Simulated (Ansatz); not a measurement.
The system is Ag.

```
CELL_PARAMETERS angstrom
0.00000 2.04275 2.04275
2.04275 0.00000 2.04275
2.04275 2.04275 0.00000
ATOMIC_POSITIONS crystal
Ag 0.00000 0.00000 0.00000
```

| Property | Result |
| --- | --- |
| Program | Ansatz 0.2.0 |
| Task | relaxation of cell and atoms |
| Functional | LDA |
| Potentials or basis | all-electron LAPW, scalar-relativistic |
| Basis error allowed | 0.001 eV/atom |
| k mesh | 11 × 11 × 11 |
| Occupations | fermi-dirac, width 0.05 eV |
| Spin | no spin polarisation |

At the start: volume 17.05 Å³/atom.

Question: Where does the relaxation end?

Answer: Over 4 steps the energy falls by 27.4 meV/atom and the volume is 15.97 Å³/atom (-6.3 %); space group Fm-3m (No. 225, to 0.05 Å).

The path:
| step | energy change (eV) | largest force (eV/Å) | volume (Å³) |
| --- | --- | --- | --- |
| 1 | 0.0000 | 0.0000 | 17.05 |
| 2 | -0.0267 | 0.0000 | 16.13 |
| 3 | -0.0274 | 0.0000 | 15.97 |
| 4 | -0.0274 | 0.0000 | 15.97 |

Final structure:
```
Ag
1.0
     0.00000    1.99895    1.99895
     1.99895    0.00000    1.99895
     1.99895    1.99895    0.00000
Ag
1
Cartesian
  0.0000 0.0000 0.0000
```
